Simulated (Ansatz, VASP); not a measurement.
TiSi in VASP and in Ansatz

```xyz
2
Lattice="1.7791 -2.0744 0.0000 1.7791 2.0744 0.0000 0.0000 0.0000 3.7263" Properties=species:S:1:pos:R:3 pbc="T T T"
Ti    1.7791    0.0000    0.0000
Si    0.0000    0.0000    1.8631
```

Change from the starting cell: volume scaled by 0.94.

Alike in both runs: task single point; functional PBEsol; k mesh 10 × 10 × 7; occupations fermi-dirac, width 0.05 eV; no spin polarisation.

```csv
,VASP,Ansatz
version,VASP 6.6.1,Ansatz 0.2.0
potentials or method,"VASP PAW PBE potentials, release 64 (Ti_sv, Si)",Ansatz PAW
plane-wave cutoff (eV),520,420
valence electrons in the cell,16,16
```

|  | VASP | Ansatz | Ansatz less VASP |
| --- | --- | --- | --- |
| gap on the k mesh at the Fermi level (eV) | none | none | - |
| pressure (GPa) | 4.8 | 4.8 | -0.03 |
| largest component of the traceless stress (GPa) | 1.92 | 1.85 | -0.074 |

A gap of «none» marks a metal or a gap that the smearing closes. The functional is the same, so the differences come from potentials, cutoffs and numerics.

Caveats: the PAW data sets were made with another functional, which shifts forces and pressure a little (VASP); the PAW data sets come from PBE, with cores solved anew for the run's functional, which leaves a small shift of forces and pressure (Ansatz).
